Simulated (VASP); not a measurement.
# GaN (F-43m) in VASP: settings compared

One crystal, GaN, is run at these levels: PBEsol, HSE06; tasks: relaxation of cell and atoms.

Everything below comes from runs of VASP 6.6.1. Logs are shortened: lines on timing, memory, paths and dates and some standing lists are left out, and cuts for length are marked.

## 1. The crystal as given

The structure is cubic, space group F-43m (No. 216). Conventional cell: a = 4.507 Å, b = 4.507 Å, c = 4.507 Å, α = 90.00°, β = 90.00°, γ = 90.00°. Ga (site symmetry -43m) is surrounded by 4 N at 1.95 Å. Around N (site symmetry -43m) lie 4 Ga at 1.95 Å.

The cell is a database's computed one.

## 2. Relaxation of cell and atoms, PBEsol

Contents of INCAR:

```
SYSTEM = GaN
PREC = Accurate
ENCUT = 600
EDIFF = 1E-6
ISMEAR = 0
SIGMA = 0.03
LREAL = .False.
LASPH = .True.
NELM = 80
ALGO = Normal
ISIF = 3
LWAVE = .False.
LCHARG = .False.
GGA = PS
IBRION = 2
NSW = 90
EDIFFG = -0.01
```

Contents of KPOINTS:

```
regular mesh
0
Gamma
  10 10 10
  0 0 0
```

Contents of POSCAR:

```
GaN
1.0
    0.0000000000      2.2535006075      2.2535006075
    2.2535006075      0.0000000000      2.2535006075
    2.2535006075      2.2535006075      0.0000000000
Ga N
1 1
Direct
    0.0000000000      0.0000000000      0.0000000000
    0.7500000000      0.7500000000      0.7500000000
```

Potentials or basis: VASP PAW PBE potentials, release 64 (Ga_d, N).

Started as:

```sh
cat potpaw_PBE.64/Ga_d/POTCAR potpaw_PBE.64/N/POTCAR > POTCAR
mpirun -np 1 vasp_std > vasp.out
```

OUTCAR:

```text
SYSTEM = GaN
   PREC = Accurate
   ENCUT = 600
   EDIFF = 1E-6
   ISMEAR = 0
   LREAL = .False.
   LASPH = .True.
   NELM = 80
   ISIF = 3
   GGA = PS
   IBRION = 2
   NSW = 90
   EDIFFG = -0.01

 ion  position               nearest neighbor table
   1  0.000  0.000  0.000-   2 1.95   2 1.95   2 1.95   2 1.95
   2  0.750  0.750  0.750-   1 1.95   1 1.95   1 1.95   1 1.95

  LATTYP: Found a face centered cubic cell.
 ALAT       =     4.5070012150

  Lattice vectors:

 A1 = (   0.0000000000,   2.2535006075,   2.2535006075)
 A2 = (   2.2535006075,   0.0000000000,   2.2535006075)
 A3 = (   2.2535006075,   2.2535006075,   0.0000000000)

Analysis of symmetry for initial positions (statically):
=====================================================================
 Subroutine PRICEL returns:
 Original cell was already a primitive cell.

 Routine SETGRP: Setting up the symmetry group for a
 face centered cubic supercell.

 Subroutine GETGRP returns: Found 24 space group operations
 (whereof 24 operations were pure point group operations)
 out of a pool of 48 trial point group operations.

The static configuration has the point symmetry T_d .

Analysis of symmetry for dynamics (positions and initial velocities):
=====================================================================
 Subroutine PRICEL returns:
 Original cell was already a primitive cell.

 Routine SETGRP: Setting up the symmetry group for a
 face centered cubic supercell.

 Subroutine GETGRP returns: Found 24 space group operations
 (whereof 24 operations were pure point group operations)
 out of a pool of 48 trial point group operations.

The dynamic configuration has the point symmetry T_d .

 Subroutine INISYM returns: Found 24 space group operations
 (whereof 24 operations are pure point group operations),
 and found     1 'primitive' translations

----------------------------------------------------------------------------------------

                                     Primitive cell

  volume of cell :      22.8877

  direct lattice vectors                    reciprocal lattice vectors
     0.000000000  2.253500607  2.253500607    -0.221877020  0.221877020  0.221877020
     2.253500607  0.000000000  2.253500607     0.221877020 -0.221877020  0.221877020
     2.253500607  2.253500607  0.000000000     0.221877020  0.221877020 -0.221877020

  length of vectors
     3.186931122  3.186931122  3.186931122     0.384302272  0.384302272  0.384302272

  position of ions in fractional coordinates (direct lattice)
     0.000000000  0.000000000  0.000000000
     0.750000000  0.750000000  0.750000000

  ion indices of the primitive-cell ions
   primitive index   ion index
                 1           1
                 2           2

----------------------------------------------------------------------------------------

 KPOINTS: regular mesh

Automatic generation of k-mesh.
 Grid dimensions read from file:
 generate k-points for:   10   10   10

 Generating k-lattice:

  Cartesian coordinates                     Fractional coordinates (reciprocal lattice)
    -0.022187702  0.022187702  0.022187702     0.100000000  0.000000000  0.000000000
     0.022187702 -0.022187702  0.022187702     0.000000000  0.100000000  0.000000000
     0.022187702  0.022187702 -0.022187702     0.000000000  0.000000000  0.100000000

  Length of vectors
     0.038430227  0.038430227  0.038430227

  Shift w.r.t. Gamma in fractional coordinates (k-lattice)
     0.000000000  0.000000000  0.000000000

 Subroutine IBZKPT returns following result:
 ===========================================

 Found     47 irreducible k-points:

 Following reciprocal coordinates:
            Coordinates               Weight
  0.000000  0.000000  0.000000      1.000000
  0.100000  0.000000  0.000000      8.000000
  0.200000  0.000000  0.000000      8.000000
  0.300000  0.000000  0.000000      8.000000
  0.400000  0.000000  0.000000      8.000000
  0.500000  0.000000  0.000000      4.000000
[... 16 lines left out ...]
  0.300000  0.300000  0.000000      6.000000
  0.400000  0.300000  0.000000     24.000000
 [... further k-points ...]
   k-points           NKPTS =     47   k-points in BZ     NKDIM =     47   number of bands    NBANDS=     13
   number of dos      NEDOS =    301   number of ions     NIONS =      2
   total plane-waves  NPLWV =  21952
   dimension x,y,z NGX =    28 NGY =   28 NGZ =   28
   dimension x,y,z NGXF=    56 NGYF=   56 NGZF=   56
   ions per type =               1   1
   NGX,Y,Z   is equivalent  to a cutoff of  14.61, 14.61, 14.61 a.u.
   NGXF,Y,Z  is equivalent  to a cutoff of  29.21, 29.21, 29.21 a.u.
 SYSTEM =  GaN
   PREC   = accura    normal or accurate (medium, high low for compatibility)
   ISTART =      0    job   : 0-new  1-cont  2-samecut
   ICHARG =      2    charge: 1-file 2-atom 10-const
   ISPIN  =      1    spin polarized calculation?
   LNONCOLLINEAR =      F non collinear calculations
   LSORBIT =      F    spin-orbit coupling
   LASPH  =      T    aspherical Exc in radial PAW
   ENCUT  =  600.0 eV  44.10 Ry    6.64 a.u.   6.37  6.37  6.37*2*pi/ulx,y,z
   NELM   =     80;   NELMIN=  2; NELMDL= -5     # of ELM steps
   EDIFF  = 0.1E-05   stopping-criterion for ELM
   LREAL  =      F    real-space projection
   EDIFFG = -.1E-01   stopping-criterion for IOM
   NSW    =     90    number of steps for IOM
   IBRION =      2    ionic relax: 0-MD 1-quasi-New 2-CG
   NFREE  =      1    steps in history (QN), initial steepest desc. (CG)
   ISIF   =      3    stress and relaxation
   ISYM   =      2    0-nonsym 1-usesym 2-fastsym
   POTIM  = 0.5000    time-step for ionic-motion
   TEBEG  =    0.0;   TEEND  =   0.0 temperature during run
   PSTRESS=    0.0 pullay stress
   NELECT =      18.0000    total number of electrons
   NUPDOWN=      -1.0000    fix difference up-down
   EMIN   =  10.00;   EMAX   =-10.00  energy-range for DOS
   EFERMI =   0.00;   METHOD = LEGACY
   ISMEAR =     0;   SIGMA  =   0.03  broadening in eV -4-tet -1-fermi 0-gaus
   EFERMI_NEDOS =   21; number of points for ismear=-14 and -15
   IALGO  =     38    algorithm
   IMIX   =      4    mixing-type and parameters
     AMIX     =   0.40;   BMIX     =  1.00
     AMIX_MAG =   1.60;   BMIX_MAG =  1.00
  volume/ion in A,a.u.               =      11.44        77.23
  Fermi-wavevector in a.u.,A,eV,Ry     =   1.511117  2.855596 31.068543  2.283473
  Thomas-Fermi vector in A             =   2.621216
   LORBIT       =      0    0 simple, 1 ext, 2 COOP (PROOUT), +10 PAW based schemes
   GGA     = PS    functional components
   LHFCALC =     F    Hartree Fock is set to
   AEXX    =    0.0000 exact exchange contribution
   IVDW    =     0    specifies the selected vdW correction
   LEPSILON=     F    determine dielectric tensor
   LRPA    =     F    only Hartree local field effects (RPA)
 conjugate gradient relaxation of ions
 non-spin polarized calculation
 Gauss-broadening in eV      SIGMA  =   0.03
  energy-cutoff  :      600.00
  volume of cell :       22.89
 maximum number of plane-waves:       785
 NGX is ok and might be reduce to    28
   NGX = 13   NGY = 13   NGZ = 13

--------------------------------------- Ionic step        1  -------------------------------------------

 number of electron      18.0000005 magnetization

 Free energy of the ion-electron system (eV)
  ---------------------------------------------------
  ext. energy  EPLUGINS =         0.00000000
  ---------------------------------------------------
  free energy    TOTEN  =       -13.12373633 eV

  energy without entropy =      -13.12373633  energy(sigma->0) =      -13.12373633

------------------------ aborting loop because EDIFF is reached ----------------------------------------

  FORCE on cell =-STRESS in cart. coord.  units (eV):
  Direction    XX          YY          ZZ          XY          YZ          ZX
  --------------------------------------------------------------------------------------
  -------------------------------------------------------------------------------------
  Total       -0.2148034     -0.2148034     -0.2148034     -0.0000000      0.0000000     -0.0000000
  in kB      -15.0365662    -15.0365662    -15.0365662     -0.0000000      0.0000000     -0.0000000
  external PRESSURE =     -15.0365662 kB  Pullay stress =       0.0000000 kB
[... 129 lines left out ...]
  energy  without entropy=      -13.1245722120  energy(sigma->0) =      -13.12457221

--------------------------------------- Ionic step        5  -------------------------------------------

 number of electron      18.0000004 magnetization

 Free energy of the ion-electron system (eV)
  ---------------------------------------------------
  ext. energy  EPLUGINS =         0.00000000
  ---------------------------------------------------
  free energy    TOTEN  =       -13.12457832 eV

  energy without entropy =      -13.12457832  energy(sigma->0) =      -13.12457832

 E-fermi :   5.4396     XC(G=0): -11.9480

 val. band max:        5.2428573932   @ k =   0.0000   0.0000   0.0000
 cond. band min:       6.9806311147   @ k =   0.0000   0.0000   0.0000
 fundamental gap:      1.7377737215
 Fermi energy:         5.4396147208

 k-point     1 :       0.0000    0.0000    0.0000
  band No.  band energies     occupation
      1     -10.7637      2.00000
      2      -8.1685      2.00000
      3      -8.1685      2.00000
      4      -8.1685      2.00000
      5      -7.8346      2.00000
      6      -7.8346      2.00000
      7       5.2429      2.00000
      8       5.2429      2.00000
      9       5.2429      2.00000
     10       6.9806      0.00000
     11      15.4990      0.00000
     12      15.4990      0.00000
     13      15.4990      0.00000
[... 353 lines left out ...]
 k-point    24 :       0.4000    0.3000    0.0000
  band No.  band energies     occupation
      1      -9.7251      2.00000
      2      -8.0381      2.00000
      3      -7.9357      2.00000
      4      -7.9348      2.00000
      5      -7.7718      2.00000
      6      -6.9302      2.00000
      7       0.1700      2.00000
      8       2.7108      2.00000
      9       3.0429      2.00000
     10       9.6025      0.00000
     11      12.3808      0.00000
     12      15.9550      0.00000
     13      18.0918      0.00000

 [... further k-points ...]
[... 5 lines left out ...]
  --------------------------------------------------------------------------------------
  -------------------------------------------------------------------------------------
  Total        0.0124378      0.0124378      0.0124378     -0.0000000      0.0000000     -0.0000000
  in kB        0.8781416      0.8781416      0.8781416     -0.0000000      0.0000000     -0.0000000
  external PRESSURE =       0.8781416 kB  Pullay stress =       0.0000000 kB
[... 17 lines left out ...]
  FREE ENERGIE OF THE ION-ELECTRON SYSTEM (eV)
  ---------------------------------------------------
  free  energy   TOTEN  =       -13.1245783157 eV

  energy  without entropy=      -13.1245783157  energy(sigma->0) =      -13.12457832

 reached required accuracy - stopping structural energy minimisation
```

Run time: 23 s. Hardware: 1 thread of Intel Xeon 6975P-C (Granite Rapids), shared host; peak memory 0.17 GiB.

What came out:

```yaml
Free_energy: -13.1246 eV
Relaxed_volume: 11.35 Å³/atom
Relaxed_cell: a = 3.178 Å, b = 3.178 Å, c = 3.178 Å, α = 60.00°, β = 60.00°, γ = 60.00°
Space_group_after_relaxing_to_0.05_Å: F-43m (No. 216)
Energy_gained_by_relaxing: 0.4 meV/atom
Ionic_steps: 5
Pressure_after_relaxing: 0.1 GPa
Band_gap_on_the_k_mesh: 1.74 eV, direct
```

Step by step:
```csv
step,energy change (eV),largest force (eV/Å),pressure (GPa),volume (Å³)
1,0.0000,0.0000,-1.50,22.89
2,-0.0001,0.0000,1.75,22.53
3,-0.0008,0.0000,-0.15,22.70
4,-0.0008,0.0000,0.18,22.69
5,-0.0008,0.0000,0.09,22.69
```

Final structure:
```xyz
2
Lattice="0.0000 2.2471 2.2471 2.2471 0.0000 2.2471 2.2471 2.2471 0.0000" Properties=species:S:1:pos:R:3 pbc="T T T"
Ga    0.0000    0.0000    0.0000
N     3.3706    3.3706    3.3706
```

Levels at points of the mesh, in eV from the valence-band top:
```
           k point  band 5  band 6  band 7  band 8  band 9  band 10  band 11  band 12  band 13
(0.00, 0.00, 0.00)  -13.08  -13.08    0.00    0.00    0.00     1.74    10.26    10.26    10.26
(0.50, 0.00, 0.00)  -13.03  -11.83   -7.17   -0.99   -0.99     4.62     8.67    10.31    10.31
(0.50, 0.50, 0.00)  -13.00  -11.40   -6.22   -2.76   -2.76     3.23     6.61    11.64    13.97
```

Caveat: the PAW data sets were made with another functional, which shifts forces and pressure a little.

## 3. Relaxation of cell and atoms, PBEsol

This run uses another cell than the first one, of 11.35 Å³/atom, 0.991 times its volume.

INCAR: that of step 2 with these lines changed.

```diff
@@ -3,3 +3,3 @@
 ENCUT = 600
-EDIFF = 1E-6
+EDIFF = 1E-7
 ISMEAR = 0
@@ -16,2 +16,2 @@
 NSW = 90
-EDIFFG = -0.01
+EDIFFG = -0.005
```

KPOINTS is that of step 2.

Contents of POSCAR:

```
GaN                                     
1.0
   -0.0000000000      2.2470866992      2.2470866992
    2.2470866992      0.0000000000      2.2470866992
    2.2470866992      2.2470866992     -0.0000000000
  Ga              N             
     1     1
Direct
     0.0000000000000000    0.0000000000000000    0.0000000000000000
     0.7500000000000000    0.7500000000000000    0.7500000000000000
```

Potentials or basis: VASP PAW PBE potentials, release 64 (Ga_d, N).

Started as:

```sh
cat potpaw_PBE.64/Ga_d/POTCAR potpaw_PBE.64/N/POTCAR > POTCAR
mpirun -np 1 vasp_std > vasp.out
```

Wall time 17 s (1 thread of Intel Xeon 6975P-C (Granite Rapids), shared host); peak memory 0.17 GiB.

It converged, with:

| Item | Value |
| --- | --- |
| Free energy | -13.1243 eV |
| Relaxed volume | 11.35 Å³/atom |
| Relaxed cell | a = 3.179 Å, b = 3.179 Å, c = 3.179 Å, α = 60.00°, β = 60.00°, γ = 60.00° |
| Space group after relaxing (to 0.05 Å) | F-43m (No. 216) |
| Energy gained by relaxing | 0.0 meV/atom |
| Ionic steps | 3 |
| Pressure after relaxing | 0.0 GPa |
| Band gap on the k mesh | 1.73 eV, direct |

Final structure:
```cif
data_structure
_symmetry_space_group_name_H-M 'P 1'
_symmetry_Int_Tables_number 1
_cell_length_a 3.1785
_cell_length_b 3.1785
_cell_length_c 3.1785
_cell_angle_alpha 60.000
_cell_angle_beta 60.000
_cell_angle_gamma 60.000
_cell_volume 22.71
loop_
_atom_site_label
_atom_site_type_symbol
_atom_site_fract_x
_atom_site_fract_y
_atom_site_fract_z
_atom_site_occupancy
Ga1 Ga 0.00000 0.00000 0.00000 1
N1 N 0.75000 0.75000 0.75000 1
```

Levels at points of the mesh, in eV from the valence-band top:
```tsv
k point	band 7	band 8	band 9	band 10	band 11	band 12
(0.00, 0.00, 0.00)	0.00	0.00	0.00	1.73	10.25	10.25
(0.50, 0.00, 0.00)	-7.17	-0.99	-0.99	4.62	8.67	10.31
(0.50, 0.50, 0.00)	-6.21	-2.76	-2.76	3.23	6.61	11.63
```

Caveat: the PAW data sets were made with another functional, which shifts forces and pressure a little.

## 4. Relaxation of cell and atoms, PBEsol

Contents of INCAR:

```
PREC = Accurate
ENCUT = 600
EDIFF = 1E-6
ISMEAR = 0
SIGMA = 0.03
LREAL = False
LASPH = True
NELM = 80
ALGO = Normal
ISIF = 3
LWAVE = False
LCHARG = False
GGA = PS
IBRION = 2
NSW = 90
EDIFFG = -0.01
KPAR = 4
```

Contents of KPOINTS:

```
regular mesh
0
Gamma
  10 10 10
```

Contents of POSCAR:

```
GaN
1.0
    0.0000000000      2.2535006075      2.2535006075
    2.2535006075      0.0000000000      2.2535006075
    2.2535006075      2.2535006075      0.0000000000
Ga N
1 1
Direct
    0.0000000000      0.0000000000      0.0000000000
    0.7500000000      0.7500000000      0.7500000000
```

Started as:

```sh
cat potpaw_PBE.64/Ga_d/POTCAR potpaw_PBE.64/N/POTCAR > POTCAR
mpirun -np 4 vasp_std > vasp.out
```

Wall time 21 s (4 MPI ranks of AMD EPYC 7R13 (Zen 3), shared host); peak memory 0.15 GiB.

It converged, with:

- Free energy: -13.1246 eV
- Relaxed volume: 11.35 Å³/atom
- Relaxed cell: a = 3.178 Å, b = 3.178 Å, c = 3.178 Å, α = 60.00°, β = 60.00°, γ = 60.00°
- Space group after relaxing (to 0.05 Å): F-43m (No. 216)
- Energy gained by relaxing: 0.4 meV/atom
- Ionic steps: 5
- Pressure after relaxing: 0.1 GPa
- Band gap on the k mesh: 1.74 eV, direct

Step by step:
| step | energy change (eV) | largest force (eV/Å) | pressure (GPa) | volume (Å³) |
| --- | --- | --- | --- | --- |
| 1 | 0.0000 | 0.0000 | -1.50 | 22.89 |
| 2 | -0.0001 | 0.0000 | 1.75 | 22.53 |
| 3 | -0.0008 | 0.0000 | -0.15 | 22.70 |
| 4 | -0.0008 | 0.0000 | 0.18 | 22.69 |
| 5 | -0.0008 | 0.0000 | 0.09 | 22.69 |

Final structure:
```
CELL_PARAMETERS angstrom
0.00000 2.24709 2.24709
2.24709 0.00000 2.24709
2.24709 2.24709 0.00000
ATOMIC_POSITIONS crystal
Ga 0.00000 0.00000 0.00000
N 0.75000 0.75000 0.75000
```

Levels at points of the mesh, in eV from the valence-band top:
| k point | band 5 | band 6 | band 7 | band 8 | band 9 | band 10 | band 11 | band 12 | band 13 |
| --- | --- | --- | --- | --- | --- | --- | --- | --- | --- |
| (0.00, 0.00, 0.00) | -13.08 | -13.08 | 0.00 | 0.00 | 0.00 | 1.74 | 10.26 | 10.26 | 10.26 |
| (0.50, 0.00, 0.00) | -13.03 | -11.83 | -7.17 | -0.99 | -0.99 | 4.62 | 8.67 | 10.31 | 10.31 |
| (0.50, 0.50, 0.00) | -13.00 | -11.40 | -6.22 | -2.76 | -2.76 | 3.23 | 6.61 | 11.64 | 13.97 |

Caveat: the PAW data sets were made with another functional, which shifts forces and pressure a little. PBEsol gaps usually lie below the measured ones, often by a third to a half.

(Continued in part 2 of 2.)
